Near its equilibrium volume a solid metal ought to behave like a spring. Squeezing platinum and stretching it by similar amounts should then cost similar energies, and equal steps in volume should change the pressure equally. The calculated metal does neither. Its most compressed cell, at 14.18 Å³ per atom, lies 64.1 meV per atom above the minimum, while the most stretched one, at 15.98 Å³, lies only 35.5 meV above it.

Fcc platinum at scaled volumes, calculated with DFTK 0.8.2 using the PBEint functional, SG15 PBE 1.2 pseudopotentials, no spin polarisation or spin-orbit coupling, a plane-wave cutoff of 952.4 eV, a 9×9×9 k mesh and Fermi-Dirac smearing of 0.05 eV. Energies are counted from the minimum of the fitted equation of state.

| volume (Å³/atom) | energy (meV/atom) | pressure (GPa) |
| --- | --- | --- |
| 14.18 | 64.14 | 22.310 |
| 14.48 | 29.43 | 14.400 |
| 14.78 | 8.72 | 7.420 |
| 15.08 | 0.33 | 1.270 |
| 15.38 | 2.85 | -4.140 |
| 15.68 | 14.96 | -8.910 |
| 15.98 | 35.50 | -13.110 |

Two quite different causes are mixed in that contrast. One is simply where the two end rows lie relative to the minimum. The other is a real property of the metal: it grows stiffer when squeezed and softer when stretched. To separate them, the minimum has to be located first.

The pressure $P$ in a single row says more about this than the energy $E$ does, because it is the slope of the energy with volume $V$, $P=-dE/dV$. A positive value means that the metal pushes outward and must be held in; a negative one means that it must be pulled from all sides to stay so large. The row at 15.08 Å³ has the lowest energy listed, only 0.33 meV, yet its pressure is still 1.27 GPa. Close to the minimum the energy grows with the square of the displacement, but the pressure grows in proportion to it, so a barely visible energy can go with a considerable stress.

The equation of state fitted to the energies places the minimum at 15.156 Å³, about 0.5 % above the volume of that row. That row is the starting cell from which the other volumes were scaled, and so small a shift from it should not be read as a property of platinum. The calculation leaves out spin-orbit coupling and the motion of the nuclei, and it combines the PBEint functional with a potential made for PBE. Each of these can move the equilibrium volume slightly.

With the minimum known, the spring picture can be put into numbers. The bulk modulus $B=-V\,dP/dV$ measures how strongly the pressure responds to a relative change in volume. If the slope $dP/dV$ keeps the value that it has at the minimum, $P=-B_0(V-V_0)/V_0$, where $V_0$ is the equilibrium volume and $B_0$ the modulus there. Adding up the work done against this pressure gives a parabola:

$$E=\frac{B_0\,(V-V_0)^2}{2V_0}$$

For the most compressed row, $V-V_0$ is −0.981 Å³ and $B_0$ is 281 GPa. Converted from GPa Å³ to meV, the estimate is

$$E=\frac{281\times0.981^2}{2\times15.156}\ \text{GPa Å}^3\approx 55.7\ \text{meV}$$

This is 13 % below the calculated energy. At the most stretched row the same formula gives 39.7 meV, which is 12 % too high. For the five rows between, it errs by less than a tenth of the calculated energy. Both $V_0$ and $B_0$ come from the equation of state fitted to all these rows, so the parabola serves as a yardstick and not as an independent prediction.

The yardstick separates the two causes. The end rows differ by 28.6 meV, and the parabola, which is perfectly symmetric about its minimum, already accounts for about 16 meV of this. That part arises because the compressed end lies farther from the minimum than the stretched end. The remaining 13 meV, a little under half, is the genuine asymmetry of the metal.

The pressures show where this asymmetry comes from. The first step in volume, starting from the most compressed row, lowers the pressure by 7.91 GPa; the last step, equally wide, lowers it by only 4.20 GPa. Expressed as a bulk modulus, the metal softens by 41 % between the middles of these two steps, while the distance between neighbouring atoms grows by only 3.4 %. The printed output after this text gives the modulus for each step and compares each row with the parabola.

The pressures themselves carry a small flaw. Added up over the whole range, they give slightly less work than the energies require, as if they were on average 0.16 GPa too low. A likely but untested cause is the finite set of plane waves that describes the electrons. Such an error should largely cancel when neighbouring pressures are subtracted. Nor does the softening rest on the pressures alone: the equation of state, fitted to the energies, also has a modulus that rises under compression and falls under stretching.

Why should so small a change in distance matter so much? The theory of metals answers with a balance between a pull and a push. The pull comes from bonding: the d orbitals of neighbouring atoms overlap and mix with the more extended s and p states, which lowers the energy as the atoms approach. The push comes from the Pauli principle, which raises the kinetic energy of electrons confined to a smaller space and makes filled shells resist overlap. At the equilibrium volume the two cancel in the pressure.

They do not cancel in the stiffness, because the push changes more steeply with distance than the pull. When the metal is squeezed, the push grows faster than the pull, and its lead widens by a larger amount with every further step. Each step therefore meets more resistance than the one before. When the metal is stretched, the push fades faster than the pull, and the pull gains the upper hand. But the push, being the steeper of the two, also loses its steepness sooner. The difference between them therefore shifts by less with every step, and the pressure responds less and less. The calculated pressures show the resulting change in stiffness; its division into pull and push is the theoretical part of the argument.

A diatomic molecule shows the same behaviour in a simpler form. Its energy curve has a steep inner wall, where the electron clouds are forced into each other, and a gentler outer slope, where the bond weakens. Platinum near its minimum resembles the bottom of such a curve. The likeness ends there, because each platinum atom has twelve nearest neighbours whose distances all change together, and its bonding electrons are shared by the whole crystal and not by one pair of atoms.

The mechanism also gives a rule for judging a similar metal. As long as the electrons keep the same kind of state over the range of volumes, a parabola fixed by the modulus at the minimum should underestimate the cost of strong compression and overestimate that of strong stretching. How soon this matters depends on how steeply the push and the pull both change with distance. In platinum, a change of about 2 % in the distance between atoms already puts the parabola's energy off by more than a tenth.

Numerical output:

```
Energy against a parabola:
    row  volume less minimum (A^3)  bond length (A)  parabola (meV)  computed less parabola (meV)
  14.18                     -0.981            2.717           55.68                         8.457
  14.48                    -0.6794            2.736           26.71                         2.723
  14.78                    -0.3778            2.755           8.258                         0.462
  15.08                   -0.07617            2.773          0.3357                     -0.005729
  15.38                     0.2254            2.791            2.94                      -0.09039
  15.68                      0.527             2.81           16.07                        -1.112
  15.98                     0.8286            2.828           39.73                        -4.231
Step from the row before:
    row  pressure change (GPa)  bond length at midpoint (A)  bulk modulus (GPa)
  14.48                  -7.91                        2.726               375.7
  14.78                  -6.98                        2.745               338.5
  15.08                  -6.15                        2.764               304.4
  15.38                  -5.41                        2.782               273.2
  15.68                  -4.77                        2.801               245.7
  15.98                   -4.2                        2.819               220.5
Energy of row 14.18 less that of row 15.98 (meV/atom): 28.64
Part of it given by the parabola, off-centre scan (meV/atom): 15.95
Remainder, departure from the parabola (meV/atom): 12.69
Remainder as share of the difference (%): 44.3
Pressure change of first step over that of last step (ratio): 1.883
Fall of bulk modulus from first to last step (%): 41.32
Bond lengthening between the same midpoints (%): 3.392
Mean inverse power of bond length in the modulus: 15.98
Bond length at the fitted minimum (A): 2.778
Fitted minimum volume above given cell (%): 0.5051
Volume where the printed pressure crosses zero, straight line between rows (A^3): 15.15
Energy difference of the end rows from integrated pressure (meV/atom): 26.86
Mean amount by which printed pressure is too low against the energies (GPa): 0.158
```
